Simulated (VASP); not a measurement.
# What goes wrong when the modes of C (Graphite) are computed with a bad input, part 3 of 3

Aim: see how common mistakes in a phonon run show up, on C (Graphite). The starting structure is a measured crystal structure from the Crystallography Open Database.

VASP 6.6.1.

Results so far: reference E1u 1607.6 cm⁻¹; finite displacements, else as the reference E1u 1607.9 cm⁻¹; a k mesh far too coarse E1u 1920.6 cm⁻¹.

## Step 5: Modes with a loose electronic threshold

Level of this step: LDA; plane waves and PAW (C) (VASP).

A slip made on purpose: a loose electronic threshold. Against step 2 the input has EDIFF = 1E-04, IBRION = 6, NFREE = 2, POTIM = 0.015, no LEPSILON and no LPEAD (also changed: NELM and NSW).

The input, INCAR:

```
SYSTEM = C
PREC = Accurate
ENCUT = 520
EDIFF = 1E-04
NELM = 60
ISMEAR = 0
SIGMA = 0.03
LREAL = .FALSE.
ALGO = Normal
GGA = CA
NBANDS = 14
LORBIT = 11
LWAVE = .FALSE.
LCHARG = .FALSE.
KPAR = 8
IBRION = 6
NFREE = 2
POTIM = 0.015
NSW = 1
ISIF = 2
```

The input, POSCAR:

```
C
1.0
    2.4472481902      0.0000000000      0.0000000000
   -1.2236240951      2.1193791021      0.0000000000
    0.0000000000      0.0000000000      6.6142279997
C
4
Direct
    0.6666666667      0.3333333333      0.7500000000
    0.3333333333      0.6666666667      0.2500000000
    0.0000000000      0.0000000000      0.7500000000
    0.0000000000      0.0000000000      0.2500000000
```

The input, KPOINTS:

```
Automatic mesh
0
Gamma
14 14 6
0 0 0
```

The projector-augmented-wave data sets are C (LDA family, release 64).

The run is started by

```
$ mpirun -np 8 vasp_std
```

Output:

```text
[... set-up lines as in an earlier step ...]
 entering main loop
       N       E                     dE             d eps       ncg     rms          rms(c)
[... 9 cycles as in an earlier step ...]
DAV:  10    -0.404496509665E+02    0.25962E-04   -0.37254E-04  3260   0.140E-01
   1 F= -.40449651E+02 E0= -.40449651E+02  d E =-.830809E-21
[... from here on, the cycles between the ionic steps are left out ...]
   2 F= -.40443263E+02 E0= -.40443263E+02  d E =-.757340E-16
   3 F= -.40443264E+02 E0= -.40443264E+02  d E =-.598691E-16
   4 F= -.40447689E+02 E0= -.40447689E+02  d E =-.157503E-16
   5 F= -.40447679E+02 E0= -.40447679E+02  d E =-.156996E-16
   6 F= -.40443261E+02 E0= -.40443261E+02  d E =-.592346E-13
   7 F= -.40443254E+02 E0= -.40443254E+02  d E =-.606214E-13
   8 F= -.40447679E+02 E0= -.40447679E+02  d E =-.174851E-16
   9 F= -.40447693E+02 E0= -.40447693E+02  d E =-.173772E-16
 Finite differences progress:
  Degree of freedom:   4/  4
  Displacement:        2/  2
  Total:               8/  8
```

Run time: 74 s. Hardware: 8 MPI ranks of AMD EPYC 7R43, shared host; peak memory 2.6 GiB; 9.7 min of CPU time.

OUTCAR, selected parts (step 5):

```text
  Total       -0.0024836     -0.0024836      0.0009815      0.0000000      0.0000000      0.0000000
  in kB       -0.1159922     -0.1159922      0.0458393      0.0000000      0.0000000      0.0000000
  external PRESSURE =      -0.0620483 kB  Pullay stress =       0.0000000 kB

 POSITION                                       TOTAL-FORCE (eV/Angst)
 -----------------------------------------------------------------------------------
      1.22362      0.70646      4.96067         0.000000     -0.000000     -0.256151
     -0.00000      1.41292      1.65356        -0.000000      0.000000     -0.004733
      0.00000      0.00000      4.94567        -0.000000     -0.000000      0.261737
      0.00000      0.00000      1.65356        -0.000000     -0.000000     -0.000854
 -----------------------------------------------------------------------------------
    total drift:                               -0.000006     -0.000000      0.004132

  FREE ENERGIE OF THE ION-ELECTRON SYSTEM (eV)
  ---------------------------------------------------
  free  energy   TOTEN  =       -40.4476928559 eV

  energy  without entropy=      -40.4476928559  energy(sigma->0) =      -40.44769286

[... 2 parts as in an earlier step ...]

[... 1 further part left out ...]
[key lines of the parts left out:]
E-fermi :   4.5456
```

With a loose electronic threshold the modes are at the top E1u 1610.4, E2g (2) 1602.3 cm⁻¹, at the bottom B1g (1) 128.5, E2g (1) 41.3 cm⁻¹, with 2 more of the listed ones between; the largest shift is +11.5 cm⁻¹, in B1g (1), from finite displacements, else as the reference.

## Step 6: Modes with low precision and real-space projectors

A slip made on purpose: low precision and real-space projectors. Against step 2 the input has PREC = Low, LREAL = Auto, IBRION = 6, NFREE = 2, POTIM = 0.015, no LEPSILON and no LPEAD (also changed: NELM and NSW).

INCAR: that of step 5 with these lines changed.

```diff
@@ -1,5 +1,5 @@
 SYSTEM = C
-PREC = Accurate
+PREC = Low
 ENCUT = 520
-EDIFF = 1E-04
+EDIFF = 1E-08
 NELM = 60
@@ -7,3 +7,3 @@
 SIGMA = 0.03
-LREAL = .FALSE.
+LREAL = Auto
 ALGO = Normal
```

POSCAR is that of step 5.

KPOINTS is that of step 5.

The run is started by

```
$ mpirun -np 8 vasp_std
```

Output:

```text
[banner, memory and clock lines left out]
running    8 mpi-ranks, on    1 nodes
[...]
[... a notice as in an earlier step ...]

|                                                                             |
|               ----> ADVICE to this user running VASP <----                  |
|                                                                             |
|     You have a (more or less) 'small supercell' and for smaller cells       |
|     it is recommended to use the reciprocal-space projection scheme!        |
|     The real-space optimization is not efficient for small cells and it     |
|     is also less accurate ...                                               |
|     Therefore, set LREAL=.FALSE. in the INCAR file.                         |
|                                                                             |

 LDA part: xc-table for (Slater(with rela. corr.)+CA(PZ))
 , standard interpolation
 POSCAR, INCAR and KPOINTS ok, starting setup
[...]
entering main loop
[...]
DAV:   1     0.353697011152E+02    0.35370E+02   -0.81692E+03  2696   0.106E+03
DAV:   2    -0.401100709355E+02   -0.75480E+02   -0.68873E+02  3696   0.209E+02
DAV:   3    -0.432872394123E+02   -0.31772E+01   -0.31561E+01  3582   0.408E+01
DAV:   4    -0.433209717176E+02   -0.33732E-01   -0.33722E-01  3276   0.508E+00
[...]
DAV:  12    -0.404566652393E+02    0.12195E-06   -0.43663E-07  3538   0.511E-03    0.173E-03
DAV:  13    -0.404566652908E+02   -0.51489E-07   -0.59231E-08  3222   0.201E-03    0.116E-03
DAV:  14    -0.404566652829E+02    0.79301E-08   -0.22131E-08  2932   0.106E-03
   1 F= -.40456665E+02 E0= -.40456665E+02  d E =-.163108E-16
[... from here on, the cycles between the ionic steps are left out ...]
   2 F= -.40449573E+02 E0= -.40449573E+02  d E =-.100103E-15
   3 F= -.40449559E+02 E0= -.40449559E+02  d E =-.970152E-16
   4 F= -.40454118E+02 E0= -.40454118E+02  d E =-.195447E-16
   5 F= -.40454118E+02 E0= -.40454118E+02  d E =-.195364E-16
   6 F= -.40448435E+02 E0= -.40448435E+02  d E =-.746999E-13
   7 F= -.40448431E+02 E0= -.40448431E+02  d E =-.743256E-13
   8 F= -.40455427E+02 E0= -.40455427E+02  d E =-.214581E-16
   9 F= -.40455427E+02 E0= -.40455427E+02  d E =-.214487E-16
 Finite differences progress:
  Degree of freedom:   4/  4
  Displacement:        2/  2
  Total:               8/  8
```

The job ended after 82 s (8 MPI ranks; peak memory 2.2 GiB).

Parts of OUTCAR (step 6):

```text
  Total       -0.1032282     -0.1032282      0.2893665     -0.0000000      0.0000000      0.0000000
  in kB       -4.8210665     -4.8210665     13.5142829     -0.0000000      0.0000000      0.0000000
  external PRESSURE =       1.2907166 kB  Pullay stress =       0.0000000 kB

 POSITION                                       TOTAL-FORCE (eV/Angst)
 -----------------------------------------------------------------------------------
      1.22362      0.70646      4.96067         0.000000      0.000000     -0.259465
     -0.00000      1.41292      1.65356        -0.000000      0.000000     -0.005770
      0.00000      0.00000      4.94567         0.000000     -0.000000      0.266929
      0.00000      0.00000      1.65356        -0.000000     -0.000000     -0.001693
 -----------------------------------------------------------------------------------
    total drift:                               -0.000004     -0.000006      0.007696

  FREE ENERGIE OF THE ION-ELECTRON SYSTEM (eV)
  ---------------------------------------------------
  free  energy   TOTEN  =       -40.4554269792 eV

  energy  without entropy=      -40.4554269792  energy(sigma->0) =      -40.45542698

[... 2 parts as in an earlier step ...]

[... 1 further part left out ...]
[key lines of the parts left out:]
E-fermi :   4.5455
```

Three frequencies should lie near zero, those of the translations, and here fewer than three do (the smallest in size are -40.3, -40.3 and -52.0 cm⁻¹), so no mode of this run is used. As printed, the frequencies run from -267.2 to 1668.3 cm⁻¹, imaginary ones as negative numbers.

## Step 7: Modes with one-sided displacements

A slip made on purpose: one-sided displacements. Against step 2 the input has IBRION = 6, NFREE = 1, POTIM = 0.015, no LEPSILON and no LPEAD (also changed: NELM and NSW).

The input, INCAR:

```
SYSTEM = C
PREC = Accurate
ENCUT = 520
EDIFF = 1E-08
NELM = 60
ISMEAR = 0
SIGMA = 0.03
LREAL = .FALSE.
ALGO = Normal
GGA = CA
NBANDS = 14
LORBIT = 11
LWAVE = .FALSE.
LCHARG = .FALSE.
KPAR = 8
IBRION = 6
NFREE = 1
POTIM = 0.015
NSW = 1
ISIF = 2
```

POSCAR is that of step 6.

KPOINTS is that of step 6.

The run is started by

```
$ mpirun -np 8 vasp_std
```

Output:

```text
[... set-up lines as in an earlier step ...]
 entering main loop
       N       E                     dE             d eps       ncg     rms          rms(c)
[... 14 cycles as in an earlier step ...]
   1 F= -.40449649E+02 E0= -.40449649E+02  d E =-.133738E-16
[...]
2 F= -.40443263E+02 E0= -.40443263E+02  d E =-.818351E-16
[...]
3 F= -.40447679E+02 E0= -.40447679E+02  d E =-.158635E-16
[...]
4 F= -.40443252E+02 E0= -.40443252E+02  d E =-.646712E-13
[...]
5 F= -.40447693E+02 E0= -.40447693E+02  d E =-.174798E-16
 Finite differences progress:
  Degree of freedom:   4/  4
  Displacement:        1/  1
  Total:               4/  4
```

Wall time 69 s (8 MPI ranks); peak memory 2.1 GiB.

OUTCAR, selected parts (step 7):

```text
  Total       -0.0022937     -0.0022937     -0.0001996      0.0000000      0.0000000      0.0000000
  in kB       -0.1071224     -0.1071224     -0.0093241      0.0000000      0.0000000      0.0000000
  external PRESSURE =      -0.0745230 kB  Pullay stress =       0.0000000 kB

 POSITION                                       TOTAL-FORCE (eV/Angst)
 -----------------------------------------------------------------------------------
      1.22362      0.70646      4.96067        -0.000000      0.000000      0.257279
     -0.00000      1.41292      1.65356         0.000000      0.000000      0.003771
      0.00000      0.00000      4.97567         0.000000      0.000000     -0.260855
      0.00000      0.00000      1.65356         0.000000     -0.000000     -0.000195
 -----------------------------------------------------------------------------------
    total drift:                               -0.000000     -0.000000      0.000045

  FREE ENERGIE OF THE ION-ELECTRON SYSTEM (eV)
  ---------------------------------------------------
  free  energy   TOTEN  =       -40.4476931597 eV

  energy  without entropy=      -40.4476931597  energy(sigma->0) =      -40.44769316

[... 2 parts as in an earlier step ...]

[... 1 further part left out ...]
[key lines of the parts left out:]
E-fermi :   4.5456
```

With one-sided displacements the modes are at the top E1u 1607.8, E2g (2) 1599.6 cm⁻¹, at the bottom B1g (1) 116.8, E2g (1) 43.7 cm⁻¹, with 2 more of the listed ones between; the largest shift is -0.2 cm⁻¹, in B1g (1), from finite displacements, else as the reference.

## Step 8: Comparison

```
                                        run                 ended     E1u  E2g (2)    A2u  B1g (2)  B1g (1)  E2g (1)  imaginary modes, each partner counted                method  core minutes
                                  reference             converged  1607.6   1599.6  887.6    882.4    115.2     41.9                                      0   perturbation theory          31.6
finite displacements, else as the reference             converged  1607.9   1599.6  887.7    882.6    117.0     43.8                                      0  finite displacements          15.6
                    a k mesh far too coarse             converged  1920.6   1898.7  953.3    947.8   -133.3     84.2                                      1   perturbation theory          1.55
               a loose electronic threshold             converged  1610.4   1602.3  887.6    882.5    128.5     41.3                                      0  finite displacements          9.87
    low precision and real-space projectors  finished, not usable       -        -      -        -        -        -                                      -  finite displacements          10.9
                    one-sided displacements             converged  1607.8   1599.6  887.7    882.6    116.8     43.7                                      0  finite displacements           9.2
```

Modes are in cm⁻¹, degenerate ones as one, matched between runs by symmetry and order. A number in brackets counts the listed modes of one symmetry from the lowest. The symmetry labels come from an automatic analysis and can be wrong where levels nearly coincide. Core minutes are wall time times ranks of the run shown, on a shared host.

## Step 9: Outcome

| Quantity | Value |
| --- | --- |
| E1u, reference | 1607.6 cm⁻¹ |
| E2g (1), reference | 41.9 cm⁻¹ |
| E1u, finite displacements, else as the reference | 1607.9 cm⁻¹ |
| E2g (1), finite displacements, else as the reference | 43.8 cm⁻¹ |
| E1u, a k mesh far too coarse | 1920.6 cm⁻¹ |
| E2g (1), a k mesh far too coarse | 84.2 cm⁻¹ |
| E1u, a loose electronic threshold | 1610.4 cm⁻¹ |
| E2g (1), a loose electronic threshold | 41.3 cm⁻¹ |
| E1u, one-sided displacements | 1607.8 cm⁻¹ |
| E2g (1), one-sided displacements | 43.7 cm⁻¹ |
| run with low precision and real-space projectors | finished, not usable |

What this shows: Finished, but so rough that the translations don't all come out near zero: low precision and real-space projectors. Finished, but with signs in the output that stand out against the reference: a k mesh far too coarse, with modes off by up to +313 cm⁻¹, in E1u (signs: a pressure of 12.5 GPa on the undisplaced cell and imaginary modes). Finished, and of the signs looked for here (warnings, stress, forces, entropy, moments, translations away from zero, imaginary modes) none stands out against the reference by the marks set here, though the list of modes is off: a loose electronic threshold, with modes off by up to +12 cm⁻¹, in B1g (1). Little came of one-sided displacements in this material. Runs with finite displacements are held against the sound run of that kind. The reference (perturbation theory) and the sound run with finite displacements differ by +1.9 cm⁻¹ in E2g (1) themselves, and which lies nearer isn't tested. The dielectric constants and Born charges in the logs aren't compared here; at a small gap they can be far off, and in a run without a gap they mean nothing. Further runs on this material are not shown.

[Lines on the potential files, build, host, timing and source positions are cut from VASP's logs without a mark.]

[Logs are printed without paths, hosts, clocks, repeated set-up lines and the standing remarks that a program may print on its own settings, such as how far it seeks lower states.]

[Hosts, paths, dates, database ids (printed as entryN), source tags and the programs' standing remarks are cut or masked in the printed files.]
